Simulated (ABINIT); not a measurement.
# NbAs (I4_1md) in ABINIT: further runs, part 2 of 2

ABINIT 10.8.3 (patched build). Earlier steps stand in the parts before.

## (4) Single point, PBEsol (atoms moved at random, drawn with an rms of 0.05 Å)

run.abi

```
# Pseudopotentials
pp_dirpath "./"
pseudos "Nb.GGA_PBE-JTH.xml, As.GGA_PBE-JTH.xml"

# Structure
acell 3*1.0
rprim
    -3.2613838322     3.2613838322    11.0360005678
     3.2613838322    -3.2613838322    11.0360005678
     3.2613838322     3.2613838322   -11.0360005678
ntypat 2
znucl 41 33
natom 4
typat 1 1 2 2
xred
     0.5064570000    -0.0011570000     0.5128730000
     0.7511050000     0.7596630000     0.0070210000
     0.8934080000     0.4210190000     0.4965690000
     0.1596040000     0.1701210000     0.0020040000
chkprim 0
chksymtnons 0
tolsym 1.0e-6

# Plane-wave basis
ecut 16.0
pawecutdg 32.0
pawxcdev 0

# k points
kptopt 1
ngkpt 11 11 11
nshiftk 1
shiftk 0.0 0.0 0.0

# Exchange and correlation
ixc -116133

# Bands and occupations
nband 34
occopt 3
tsmear 0.00183747

# SCF cycle
nstep 100
tolvrs 1.0e-9

# Output
iomode 3
prtwf 0
prtden 0
prteig 0
prtebands 0
enunit 2
```

Potentials or basis: JTH PAW PBE v2.0.

Run with:

```bash
$ mpirun --bind-to none -np 4 abinit run.abi > log 2>&1
```

run.abo:

```text
.Version 10.8.3 of ABINIT
 Symmetries : space group P1 (#  1); Bravais aP (primitive triclinic)
================================================================================
 Values of the parameters that define the memory need of the present run
     intxc =       0    ionmov =       0      iscf =      17    lmnmax =      18
     lnmax =       6     mgfft =      45  mpssoang =       3    mqgrid =    3001
     natom =       4  nloc_mem =       2    nspden =       1   nspinor =       1
    nsppol =       1      nsym =       1    n1xccc =       1    ntypat =       2
    occopt =       3   xclevel =       2
       mpw =        1460          nfft =       91125          nkpt =         666
Pmy_natom=         1
 PAW method is used; the additional fine FFT grid is defined by:
   mgfftf=        64    nfftf =    262144
================================================================================
================================================================================

--------------------------------------------------------------------------------
------------- Echo of variables that govern the present computation ------------
--------------------------------------------------------------------------------
 -outvars: echo values of preprocessed input variables --------
            acell      1.0000000000E+00  1.0000000000E+00  1.0000000000E+00 Bohr
              amu      9.29063800E+01  7.49215900E+01
          chkprim           0
      chksymtnons           0
             ecut      1.60000000E+01 Hartree
[... 265 lines left out ...]
Total energy        : -1.21547002860124E+04
Total energy DC     : -1.21547002893506E+04
Total energy (eV)   : -3.30746244186818E+05
Total energy DC (eV): -3.30746244277655E+05
...

 Cartesian components of stress tensor (hartree/bohr^3)
  sigma(1 1)=  3.26962083E-05  sigma(3 2)=  1.75314173E-05
  sigma(2 2)=  1.44032989E-04  sigma(3 1)= -7.10745907E-06
  sigma(3 3)= -7.59285142E-06  sigma(2 1)=  8.30698296E-06

-Cartesian components of stress tensor (GPa)         [Pressure= -1.6587E+00 GPa]
- sigma(1 1)=  9.61955661E-01  sigma(3 2)=  5.15792104E-01
- sigma(2 2)=  4.23759683E+00  sigma(3 1)= -2.09108665E-01
- sigma(3 3)= -2.23389401E-01  sigma(2 1)=  2.44399877E-01

== END DATASET(S) ==============================================================
================================================================================

 -outvars: echo values of variables after computation  --------
            acell      1.0000000000E+00  1.0000000000E+00  1.0000000000E+00 Bohr
           etotal     -3.4284655616E+02
            fcart      5.5152012408E-03 -1.8037376483E-02 -2.0662426608E-03
                       2.8896961731E-04 -1.5279214318E-04 -2.8772173675E-02
                      -6.7897239558E-03  1.2411953469E-02  2.5683172215E-02
                       9.8555309771E-04  5.7782151570E-03  5.1552441212E-03
            rprim     -3.2613838322E+00  3.2613838322E+00  1.1036000568E+01
                       3.2613838322E+00 -3.2613838322E+00  1.1036000568E+01
                       3.2613838322E+00  3.2613838322E+00 -1.1036000568E+01
           strten      3.2696208342E-05  1.4403298865E-04 -7.5928514241E-06
                       1.7531417265E-05 -7.1074590685E-06  8.3069829627E-06
           xangst      9.0762451439E-03  1.7612074878E+00 -4.4226319970E-02
                       2.6887017132E-02 -2.6526314482E-03  8.7818824740E+00
                       4.1731052972E-02  1.6722761632E+00  4.7762907168E+00
                       2.1609367835E-02 -1.4692161040E-02  1.9138906387E+00
             xred      5.0645700000E-01 -1.1570000000E-03  5.1287300000E-01
                       7.5110500000E-01  7.5966300000E-01  7.0210000000E-03
                       8.9340800000E-01  4.2101900000E-01  4.9656900000E-01
                       1.5960400000E-01  1.7012100000E-01  2.0040000000E-03
 Calculation completed.
```

Wall time 19 min (4 MPI ranks of Intel Xeon Platinum 8375C at 2.90GHz (Ice Lake), shared host); peak memory 1.4 GiB.

What came out:

| Item | Value |
| --- | --- |
| Free energy | -9329.3301 eV |
| Pressure | -1.7 GPa |
| Largest force | 1.508 eV/Å |
| Band gap on the k mesh | none (metal or under the smearing width) |
| Valence electrons inside the program's atomic spheres | Nb 10.13, 10.16; As 12.82, 12.78 |

Forces on the atoms (eV/Å):
```
Nb   0.284 -0.928 -0.106
Nb   0.015 -0.008 -1.480
As  -0.349  0.638  1.321
As   0.051  0.297  0.265
```

Stress tensor (GPa, compression positive):
```
-0.96 -0.24  0.21
-0.24 -4.24 -0.52
 0.21 -0.52  0.22
```

Levels at points of the mesh, in eV from the Fermi level:
| k point | band 25 | band 26 | band 27 | band 28 | band 29 | band 30 | band 31 | band 32 |
| --- | --- | --- | --- | --- | --- | --- | --- | --- |
| (0.00, 0.00, 0.00) | -2.04 | -1.74 | -1.38 | -1.33 | 0.75 | 1.33 | 2.29 | 3.01 |

Caveat: the PAW data sets were made with another functional, which shifts forces and pressure a little.

## (5) The runs side by side

| task | level | cell | V0 of scaled cells (Å³/atom) | B0 (GPa) |
| --- | --- | --- | --- | --- |
| equation of state | PBE | as given | 17.73 | 164 |
| equation of state | PBEsol | as given | 17.17 | 179 |
| single point | PBEsol | atoms moved at random, drawn with an rms of 0.05 Å | - | - |

Alike in all rows: potentials or basis JTH PAW PBE v2.0; no spin polarisation; k mesh 11 × 11 × 11; cutoff (eV) 435; smearing fermi-dirac 0.05 eV.

Caveats: pressures at fixed basis lie under the slope of the energies (some runs); the cell was scaled at fixed shape and fractional positions, which overstates the stiffness of a crystal with free parameters, most of all of layers and chains (some runs); the PAW data sets were made with another functional, which shifts forces and pressure a little (some runs).

Absolute energies hang on the potentials; compare differences alone.
